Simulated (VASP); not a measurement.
Write the native input for VASP 6.6.1 that does the following.

```yaml
Task: single point
Functional: HSE06
Potentials_or_basis: VASP PAW PBE potentials, release 64 (Ba_sv, Ti_sv, O)
Cutoff: 520 eV
k_mesh: 4 × 4 × 4
Occupations: gaussian, width 0.02 eV
Spin: no spin polarisation
Grid_for_exact_exchange_PRECFOCK: Fast
Screening_parameter: 0.2 1/A
Further_INCAR_settings: ALGO = Normal; EDIFF = 1e-07; NBANDS = 28
```

Crystal: BaTiO3.

```
Ba Ti O
1.0
     3.98322    0.00000    0.00000
     0.00000    3.98322    0.00000
     0.00000    0.00000    3.98322
Ba Ti O
1 1 3
Direct
  0.00000 0.00000 0.00000
  0.50000 0.50000 0.50000
  0.50000 0.50000 0.00000
  0.00000 0.50000 0.50000
  0.50000 0.00000 0.50000
```

These files were run (other wordings do the same):

POSCAR

```
BaTiO3
1.0
    3.9832200000      0.0000000000      0.0000000000
    0.0000000000      3.9832200000      0.0000000000
    0.0000000000      0.0000000000      3.9832200000
Ba Ti O
1 1 3
Direct
    0.0000000000      0.0000000000      0.0000000000
    0.5000000000      0.5000000000      0.5000000000
    0.5000000000      0.5000000000      0.0000000000
    0.0000000000      0.5000000000      0.5000000000
    0.5000000000      0.0000000000      0.5000000000
```

INCAR.step1

```
ALGO = Normal ; EDIFF = 1E-5
ENCUT = 520 ; GGA = PE
ISIF = 2 ; ISMEAR = 0
LASPH = True ; LCHARG = False
LREAL = False ; LWAVE = True
NBANDS = 28 ; NELM = 80
PREC = Accurate ; SIGMA = 0.02
```

INCAR.step2

```
ALGO = Normal ; EDIFF = 1E-7
ENCUT = 520 ; GGA = PE
HFSCREEN = 0.2 ; ISIF = 2
ISMEAR = 0 ; ISTART = 1
LASPH = True ; LCHARG = False
LHFCALC = True ; LREAL = False
LWAVE = False ; NBANDS = 28
NELM = 80 ; PREC = Accurate
PRECFOCK = Fast ; SIGMA = 0.02
```

KPOINTS

```
k-points
0
Gamma
  4 4 4
```

Potentials or basis: VASP PAW PBE potentials, release 64 (Ba_sv, Ti_sv, O).

Run with:

```console
$ cat potpaw_PBE.64/Ba_sv/POTCAR potpaw_PBE.64/Ti_sv/POTCAR potpaw_PBE.64/O/POTCAR > POTCAR
$ cp INCAR.step1 INCAR
$ mpirun -np 1 vasp_std > vasp.out
$ cp INCAR.step2 INCAR
$ mpirun -np 1 vasp_std > vasp.out
```

Results of the run:

The pressure is 0.9 GPa and the band gap on the k mesh is 3.19 eV, indirect (least direct gap 3.29 eV).

Caveat: the PAW data sets were made with another functional, which shifts forces and pressure a little; spin-orbit coupling is left out, which moves the levels of the heavy elements.

Run time: 23 min on 1 thread of Intel(R) Xeon(R) Platinum 8259CL CPU @ 2.50GHz (Skylake/Cascade Lake) (shared host), peak memory 0.29 GiB.
